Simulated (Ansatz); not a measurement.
# CsPbCl3 (Pm-3m): Grüneisen parameters, part 2 of 2

Wanted: mode Grüneisen parameters of CsPbCl3 (Pm-3m).

Ansatz 0.2.0; DFT PBEsol, scalar-relativistic, plane waves, PAW; PAW set soft_1.

So far, highest frequency on the path or at a solved wavevector (cm⁻¹): step 2 (response at finite wavevector) 263.

## Step 4: Phonons at the other volume, volume ratio 0.97

The phonons are repeated at this volume on the same k and q meshes.

input.yaml reads:

```yaml
crystal:
  lattice:
    - [5.5619059236, 0.0, 0.0]
    - [0.0, 5.5619059236, 0.0]
    - [0.0, 0.0, 5.5619059236]
  atoms:
    - { symbol: Cs, position: [0.0, 0.0, 0.0] }
    - { symbol: Pb, position: [0.5, 0.5, 0.5] }
    - { symbol: Cl, position: [0.5, 0.5, 0.0] }
    - { symbol: Cl, position: [0.0, 0.5, 0.5] }
    - { symbol: Cl, position: [0.5, 0.0, 0.5] }
kpoints:
  mp_grid: { grid: [8, 8, 8] }
hamiltonian:
  xc: pbesol
  pseudopotentials: { kind: paw, azcp: { folder: soft_1 }, xc_functional: pbe }
scf:
  occupations: { method: fixed }
output:
  eigenvalues: true
phonons:
  method: dfpt
  dielectric: true
  rigid_motions: translations
  qmesh: [2, 2, 2]
  temperatures: { t_max: 1000, t_step: 50 }
  qpath:
    path:
      - [[0.0, 0.0, 0.0], [0.0, 0.5, 0.0], [0.5, 0.5, 0.0], [0.0, 0.0, 0.0], [0.5, 0.5, 0.5], [0.0, 0.5, 0.0]]
      - [[0.5, 0.5, 0.5], [0.5, 0.5, 0.0]]
    npoints: 10
```

Launch:

```sh
$ ansatz run input.yaml --threads 4 --pin off --max-ram 10240MiB --backend cpu --events-out ev --progress --plain --runs-dir out
```

Numbers of over 12 decimals in the logs are rounded to 6 here.

What it wrote:

```text
[...]
Crystal: 5 atoms, lattice volume = 172.056 Å³
Basis set: ecut = 420 eV, 3407 PW (Γ), exchange–correlation on 80×80×80 points (8 copies of the dense FFT grid, shifted against one another)
Bands: 27, of which v1, the nominal top of the filled ones, is band 22 counted from 1 (21 counted from 0)
Symmetry: 48 space group operations
k-points: 170 of 512 (irreducible under 2 space group operations, time reversal used)
[...]
SCF iter   1: F=—  HF=-20534.040332 eV  |F-HF|=—  |Δ(HF+E_count)|=         —  Δρ=2.43e-2  dr2=2.20e0  ethr=3.10e-3  ⟨swp⟩=5.0  Hψ=19388  notcnv=0  defer=280
[...]
SCF iter   9: F=-20532.969228 eV  HF=-20532.969228 eV  |F-HF|=1.64e-10  |Δ(HF+E_count)|=   2.89e-9  Δρ=2.47e-7  dr2=9.78e-11  ethr=1.00e-12  ⟨swp⟩=17.4  Hψ=38839  notcnv=0
SCF 1 converged in 9 iterations: F = -20532.969228 eV  dr2 = 9.78e-11
[...]
DFPT response loops at Γ: preconditioner auto → Resta (q_TF=auto, 2.174 Å⁻¹)  ε∞=5.9 (no band partly filled); β = 1.00, the filter's whole step (`scf.mixing.beta` (0.50) is not read by the response loops at its default; to damp them type it under 1.00, their step now; it binds the ground state too); Broyden in place of MSR1
── the response to a field inside a basis, on 10×10×10 k-points: an SCF that follows is theirs, and a resumed run solves both again ──
Bands: 23, of which v1, the nominal top of the filled ones, is band 22 counted from 1 (21 counted from 0)
k-points: 35 of 1000
[...]
Eigensolver: Dense (35 Hₖ)
SCF iter   1: F=—  HF=-20532.957493 eV  |F-HF|=—  |Δ(HF+E_count)|=         —  Δρ=8.11e-5  dr2=2.13e-6  ethr=1.00e-1
[...]
SCF iter   3: F=-20532.957495 eV  HF=-20532.957495 eV  |F-HF|=2.18e-9  |Δ(HF+E_count)|=   7.74e-7  Δρ=3.27e-6  dr2=8.64e-9  ethr=1.40e-9
SCF 1 converged in 3 iterations: F = -20532.957495 eV  dr2 = 8.64e-9
[...]
WARN: field response: ε∞ stands inside a basis, on 10×10×10 points; the force constants stand on the 8×8×8 k-mesh, whose period is 12.82 times the interband length at k = (-0.5000, -0.5000, -0.5000), direct gap 1.703 eV, under 14: take them and everything formed from them as unconverged, and compare with a denser kpoints.mp_grid
NSCF: frozen V_eff on 35 k-points
[...]
SCF converged after 9 iterations
Free energy (F): -20532.969228 eV
[...]
Internal energy: -20532.969228 eV  (E = F + TS)
E sigma→0 (E₀):  -20532.969228 eV
Fermi energy:    4.408890 eV
[...]
--- Band table (eV; the first three rows and the last of 170) ---
  k-point 0: bands = [... 18 lower, 1.5811, 1.7023, 1.7023, 1.7023, 7.4909, 8.4328, 8.4328, 9.3364, ... 1 higher]
  k-point 1: bands = [... 18 lower, 1.5656, 1.6848, 1.6848, 1.7027, 7.6485, 8.5437, 8.5505, 9.3918, ... 1 higher]
  k-point 2: bands = [... 18 lower, 1.5287, 1.6419, 1.6419, 1.8137, 8.0335, 8.8352, 8.8606, 9.1000, ... 1 higher]
  k-point 169: bands = [... 18 lower, 2.0371, 2.0371, 2.0371, 4.4089, 6.1120, 6.1120, 6.1120, 9.2558, ... 1 higher]
--- Phonons (Γ-DFPT): 4 representative perturbations + reference, on 170 of 512 k-points (Σ response iterations 14) ---
  k mesh reduced under 2 symmetry operations, with k and −k counted as one. Each operation leaves every solved perturbation unchanged. A smaller set is not considered because the run solves the response to a homogeneous field
  ASR residual: 1.002e-4 → 0.000e0 eV/Å²; symmetrization residual: 3.314e-5 eV/Å²
  ASR residual per site (eV/Å²): 9.53e-5 4.42e-5 1.00e-4 1.00e-4 1.00e-4
[...]
ε∞ (high-frequency dielectric tensor):
        4.176524     0.000000     0.000000
        0.000000     4.176524     0.000000
        0.000000     0.000000     4.176524
  softest optical mode at Γ: -16.80 cm⁻¹; the repairs (sum rule, projections) moved no ω² at Γ by more than (2.14 cm⁻¹)²
  Born effective charges Z* (e; rows j = field, columns β = displacement):
    site 0:
         1.32651    0.00000   -0.00000
         0.00000    1.32651    0.00000
        -0.00000    0.00000    1.32651
    site 1:
         3.97971    0.00000   -0.00000
        -0.00000    3.97971    0.00000
        -0.00000    0.00000    3.97971
    site 2:
        -0.71786   -0.00000   -0.00000
         0.00000   -0.71786    0.00000
        -0.00000    0.00000   -3.87050
    site 3:
        -3.87050    0.00000   -0.00000
         0.00000   -0.71786    0.00000
         0.00000    0.00000   -0.71786
    site 4:
        -0.71786   -0.00000    0.00000
        -0.00000   -3.87050    0.00000
        -0.00000    0.00000   -0.71786
  Z* charge neutrality: 7.540e-3 e pre-enforcement
  solved inside a basis spanned on kpoints, on 10×10×10 k-points, its susceptibility summed on 12×12×12: ε∞ is read to err by 1.9e-2, Z* by 3.8e-2 e (field_mesh: kpoints solves on kpoints); Z* is corrected for what the basis lacks
  optical modes at Γ without the LO–TO term, one row a degenerate level:
      ω (cm⁻¹)  modes    IR ((D/Å)²/amu)
        -16.80      3             2.6715
         10.81      3             0.0000
         46.25      3             0.6301
        156.78      3            34.1658
  optical modes at Γ + LO–TO along q̂ = [1.0000, 0.0000, 0.0000]:
      ω (cm⁻¹)  modes    IR ((D/Å)²/amu)
        -16.80      2             1.7810
         10.81      3             0.0000
         25.52      1             0.0999
         46.25      2             0.4201
         50.31      1             0.0753
        156.78      2            22.7772
        245.61      1            12.3140
  optical modes at Γ + LO–TO along q̂ = [0.0000, 1.0000, 0.0000]:
      ω (cm⁻¹)  modes    IR ((D/Å)²/amu)
        -16.80      2             1.7810
         10.81      3             0.0000
         25.52      1             0.0999
         46.25      2             0.4201
         50.31      1             0.0753
        156.78      2            22.7772
        245.61      1            12.3140
  optical modes at Γ + LO–TO along q̂ = [0.0000, 0.0000, 1.0000]:
      ω (cm⁻¹)  modes    IR ((D/Å)²/amu)
        -16.80      2             1.7810
         10.81      3             0.0000
         25.52      1             0.0999
         46.25      2             0.4201
         50.31      1             0.0753
        156.78      2            22.7772
        245.61      1            12.3140
--- Phonons (arbitrary-q DFPT): 4 irreducible q on the 2×2×2 mesh ---
[...]
interpolated dispersion: 63 rows × 15 modes
[...]
```

Elapsed: 8 min, on 4 threads of Arm Neoverse V1, shared host; peak memory 3.3 GiB.

This step gave:

```
sum-rule residual before enforcement                    : 1.00e-4 eV/Å²
miss of the charge sum rule                             : 0.007540 e
estimated error of the dielectric tensor                : 0.01906
estimated error of the Born charges                     : 0.03786 e
lowest frequency on the path                            : -52.91 cm⁻¹
highest frequency on the path or at a solved wavevector : 275.8 cm⁻¹
highest optical mode at the zone centre (no LO-TO term) : 156.8 cm⁻¹
lowest optical zone-centre mode                         : -16.8 cm⁻¹
mean high-frequency dielectric constant                 : 4.176
largest Born charge (third of the trace)                : 3.980 e
top of the zone-centre spectrum with the field          : 245.6 cm⁻¹
lowest mode on the q mesh (acoustic modes at Γ apart)   : -52.91 cm⁻¹
```

Frequencies (cm⁻¹) solved at each irreducible wavevector; negative means imaginary. Frequencies by wavevector, by row:

| q in reciprocal lattice units | star | mode 1 | mode 2 | mode 3 | mode 4 | mode 13 | mode 14 | mode 15 |
| --- | --- | --- | --- | --- | --- | --- | --- | --- |
| 0 0 0 | 1 | -16.8 | -16.8 | -16.8 | 0 | 156.8 | 156.8 | 156.8 |
| 0 0 -0.5 | 3 | -2.6 | -2.6 | 9 | 9 | 157.1 | 157.1 | 261.8 |
| 0 -0.5 -0.5 | 3 | -52.5 | -17.4 | -17.4 | 14.1 | 157.2 | 237.2 | 270.1 |
| -0.5 -0.5 -0.5 | 1 | -52.9 | -52.9 | -52.9 | 9.6 | 236.9 | 236.9 | 275.8 |

The highest optical mode at the zone centre (no LO-TO term) is 156.8 cm⁻¹, +20.8 cm⁻¹ against the base run.

The log warns of the k mesh: “the force constants stand on the 8×8×8 k-mesh, whose period is 12.82 times the interband length at k = (-0.5000, -0.5000, -0.5000), direct gap 1.703 eV, under 14: take them and everything formed from them as unconverged”.

## Step 5: Relaxing at another volume, volume ratio 1.03

The volume is scaled by 1.03 and held; symmetry leaves nothing to relax, so this is a single point. The modes can then be followed against volume.

input.yaml, the sections that differ from step 4:

```yaml
crystal:
  lattice:
    - [5.6742979404, 0.0, 0.0]
    - [0.0, 5.6742979404, 0.0]
    - [0.0, 0.0, 5.6742979404]
  atoms:
    - { symbol: Cs, position: [0.0, 0.0, 0.0] }
    - { symbol: Pb, position: [0.5, 0.5, 0.5] }
    - { symbol: Cl, position: [0.5, 0.5, 0.0] }
    - { symbol: Cl, position: [0.0, 0.5, 0.5] }
    - { symbol: Cl, position: [0.5, 0.0, 0.5] }
output:
  forces: true
  stress: true
  eigenvalues: true
# kpoints, hamiltonian, scf: as in step 4
# phonons: removed
```

What it wrote:

```text
[...]
Crystal: 5 atoms, lattice volume = 182.699 Å³
Basis set: ecut = 420 eV, 3575 PW (Γ), exchange–correlation on 80×80×80 points (8 copies of the dense FFT grid, shifted against one another)
Bands: 27, of which v1, the nominal top of the filled ones, is band 22 counted from 1 (21 counted from 0)
Symmetry: 48 space group operations
[...]
k-points: 35 of 512
[...]
k-point 0: bands = [... 18 lower, 1.1604, 1.2519, 1.2519, 1.2519, 6.9121, 7.9806, 7.9807, 8.8496, ... 1 higher]
  k-point 1: bands = [... 18 lower, 1.1463, 1.2370, 1.2370, 1.2476, 7.0553, 8.0774, 8.0879, 8.8670, ... 1 higher]
  k-point 2: bands = [... 18 lower, 1.1111, 1.2021, 1.2021, 1.3141, 7.3798, 8.1353, 8.3705, 8.4463, ... 1 higher]
  k-point 34: bands = [... 18 lower, 1.5669, 1.5669, 1.5669, 3.5045, 5.4731, 5.4731, 5.4731, 8.6774, ... 1 higher]
[key lines of the parts left out:]
SCF converged after 7 iterations
Free energy (F): -20532.970087 eV
Fermi energy:    3.504530 eV
P = ⅓ Tr σ = -0.6965 GPa (-6.965 kbar)
```

The job ended after 3.3 s (4 threads; peak memory 0.54 GiB).

This step gave:

```
pressure           : -0.6965 GPa
gap on the k-mesh  : 1.969 eV
volume per atom    : 36.54 Å³
direct gap on mesh : 1.969 eV
```

The run ends at a pressure of -0.70 GPa.

## Step 6: Phonons at the other volume, volume ratio 1.03

The phonons are repeated at this volume on the same k and q meshes.

Edit input.yaml of step 5 so:

```diff
@@ -19,4 +19,13 @@
 output:
-  forces: true
-  stress: true
   eigenvalues: true
+phonons:
+  method: dfpt
+  dielectric: true
+  rigid_motions: translations
+  qmesh: [2, 2, 2]
+  temperatures: { t_max: 1000, t_step: 50 }
+  qpath:
+    path:
+      - [[0.0, 0.0, 0.0], [0.0, 0.5, 0.0], [0.5, 0.5, 0.0], [0.0, 0.0, 0.0], [0.5, 0.5, 0.5], [0.0, 0.5, 0.0]]
+      - [[0.5, 0.5, 0.5], [0.5, 0.5, 0.0]]
+    npoints: 10
```

What it wrote:

```text
[...]
Crystal: 5 atoms, lattice volume = 182.699 Å³
Basis set: ecut = 420 eV, 3575 PW (Γ), exchange–correlation on 80×80×80 points (8 copies of the dense FFT grid, shifted against one another)
Bands: 27, of which v1, the nominal top of the filled ones, is band 22 counted from 1 (21 counted from 0)
Symmetry: 48 space group operations
k-points: 170 of 512 (irreducible under 2 space group operations, time reversal used)
[...]
ω (cm⁻¹)  modes    IR ((D/Å)²/amu)
[...]
optical modes at Γ + LO–TO along q̂ = [0.0000, 0.0000, 1.0000]:
      ω (cm⁻¹)  modes    IR ((D/Å)²/amu)
[...]
56.13      2             1.1628
         60.07      1             0.0385
        114.52      2            21.2689
        218.61      1            11.9147
--- Phonons (arbitrary-q DFPT): 4 irreducible q on the 2×2×2 mesh ---
[...]
interpolated dispersion: 63 rows × 15 modes
[...]
[key lines of the parts left out:]
SCF converged after 10 iterations
Free energy (F): -20532.970087 eV
Fermi energy:    3.504458 eV
```

The job ended after 8.5 min (4 threads; peak memory 3.5 GiB).

This step gave:

```
sum-rule residual before enforcement                    : 4.24e-5 eV/Å²
miss of the charge sum rule                             : 0.003083 e
estimated error of the dielectric tensor                : 0.01233
estimated error of the Born charges                     : 0.02408 e
lowest frequency on the path                            : -43.03 cm⁻¹
highest frequency on the path or at a solved wavevector : 250.4 cm⁻¹
highest optical mode at the zone centre (no LO-TO term) : 114.5 cm⁻¹
lowest optical zone-centre mode                         : -25.15 cm⁻¹
mean high-frequency dielectric constant                 : 3.922
largest Born charge (third of the trace)                : 3.924 e
top of the zone-centre spectrum with the field          : 218.6 cm⁻¹
lowest mode on the q mesh (acoustic modes at Γ apart)   : -43.03 cm⁻¹
```

Frequencies (cm⁻¹) solved at each irreducible wavevector; negative means imaginary. Frequencies by wavevector, by row:

| q in reciprocal lattice units | star | mode 1 | mode 2 | mode 3 | mode 4 | mode 13 | mode 14 | mode 15 |
| --- | --- | --- | --- | --- | --- | --- | --- | --- |
| 0 0 0 | 1 | -25.1 | -25.1 | -25.1 | 0 | 114.5 | 114.5 | 114.5 |
| 0 0 -0.5 | 3 | -17.9 | -17.9 | 11.5 | 11.5 | 114.6 | 114.6 | 234.9 |
| 0 -0.5 -0.5 | 3 | -42.6 | -23.1 | -23.1 | -7.5 | 114.6 | 204.8 | 244.2 |
| -0.5 -0.5 -0.5 | 1 | -43 | -43 | -43 | -18.2 | 204.5 | 204.5 | 250.4 |

The highest optical mode at the zone centre (no LO-TO term) is 114.5 cm⁻¹, -21.5 cm⁻¹ against the base run.

## Step 7: Grüneisen parameters

The Grüneisen parameter of a mode is minus the logarithmic change of its frequency with volume, −d ln ω / d ln V; weighted by heat capacity it gives the expansion.

Numbers from this step:

```yaml
bulk_modulus: 25.1 GPa
gap_deformation_potential: 4.422 eV
```

The phonon branches at the labelled points (cm⁻¹):

| point | branch 1 | branch 2 | branch 3 | branch 4 | branch 12 | branch 13 | branch 14 | branch 15 |
| --- | --- | --- | --- | --- | --- | --- | --- | --- |
| Γ | -22 | -22 | 0 | 0 | 56 | 136 | 136 | 232 |
| halfway | -18 | -18 | 10 | 10 | 88 | 136 | 136 | 239 |
| X | -13 | -13 | 10 | 10 | 111 | 136 | 136 | 248 |
| halfway | -35 | -14 | -8 | 7 | 107 | 136 | 187 | 249 |
| M | -48 | -21 | -21 | 8 | 103 | 136 | 221 | 257 |
| halfway | -28 | -14 | -13 | 17 | 88 | 136 | 176 | 236 |
| Γ | -22 | -22 | 0 | 0 | 56 | 136 | 136 | 232 |
| halfway | -29 | -25 | -25 | 9 | 88 | 178 | 178 | 235 |
| R | -48 | -48 | -48 | -12 | 98 | 220 | 220 | 263 |
| halfway | -37 | -33 | -25 | -10 | 105 | 180 | 193 | 250 |
| X | -13 | -13 | 10 | 10 | 111 | 136 | 136 | 248 |
| jump to R | -48 | -48 | -48 | -12 | 98 | 220 | 220 | 263 |
| halfway | -48 | -35 | -35 | -5 | 101 | 186 | 221 | 257 |
| M | -48 | -21 | -21 | 8 | 103 | 136 | 221 | 257 |

The same for volume x 0.97:

| point | branch 1 | branch 2 | branch 3 | branch 4 | branch 12 | branch 13 | branch 14 | branch 15 |
| --- | --- | --- | --- | --- | --- | --- | --- | --- |
| Γ | -17 | -17 | 0 | 0 | 50 | 157 | 157 | 246 |
| X | -3 | -3 | 9 | 9 | 113 | 157 | 157 | 262 |
| M | -52 | -17 | -17 | 14 | 106 | 157 | 237 | 270 |
| Γ | -17 | -17 | 0 | 0 | 50 | 157 | 157 | 246 |
| R | -53 | -53 | -53 | 10 | 103 | 237 | 237 | 276 |
| X | -3 | -3 | 9 | 9 | 113 | 157 | 157 | 262 |
| R | -53 | -53 | -53 | 10 | 103 | 237 | 237 | 276 |
| M | -52 | -17 | -17 | 14 | 106 | 157 | 237 | 270 |

The same for volume x 1.03:

| point | branch 1 | branch 2 | branch 3 | branch 4 | branch 12 | branch 13 | branch 14 | branch 15 |
| --- | --- | --- | --- | --- | --- | --- | --- | --- |
| Γ | -25 | -25 | -6 | 0 | 60 | 114 | 114 | 219 |
| X | -18 | -18 | 12 | 12 | 109 | 115 | 115 | 235 |
| M | -43 | -23 | -23 | -8 | 100 | 115 | 205 | 244 |
| Γ | -25 | -25 | -6 | 0 | 60 | 114 | 114 | 219 |
| R | -43 | -43 | -43 | -18 | 94 | 204 | 204 | 250 |
| X | -18 | -18 | 12 | 12 | 109 | 115 | 115 | 235 |
| R | -43 | -43 | -43 | -18 | 94 | 204 | 204 | 250 |
| M | -43 | -23 | -23 | -8 | 100 | 115 | 205 | 244 |

## Step 8: Results

| Item | Value |
| --- | --- |
| bulk modulus | 25.1 GPa |
| gap deformation potential | 4.42 eV |

What this shows: No expansion is given, because modes are imaginary at one volume or more. Without the field, the highest optical mode at Γ goes from 157 to 115 cm⁻¹ as the cell grows, a Grüneisen parameter of 5.23. Branches are matched by rank, so values near crossings are rough. With the field response the log warns that the k mesh is coarse for the force constants too, so the frequencies may not be converged. Spin-orbit coupling is left out, which can matter for the heavy elements here. The PAW files were made for PBE and serve the other functionals too.

[Logs are printed without paths, hosts, clocks, repeated set-up lines and the standing remarks that a program may print on its own settings, such as how far it seeks lower states.]

[Hosts, paths, dates, database ids (printed as entryN), source tags and the programs' standing remarks are cut or masked in the printed files.]
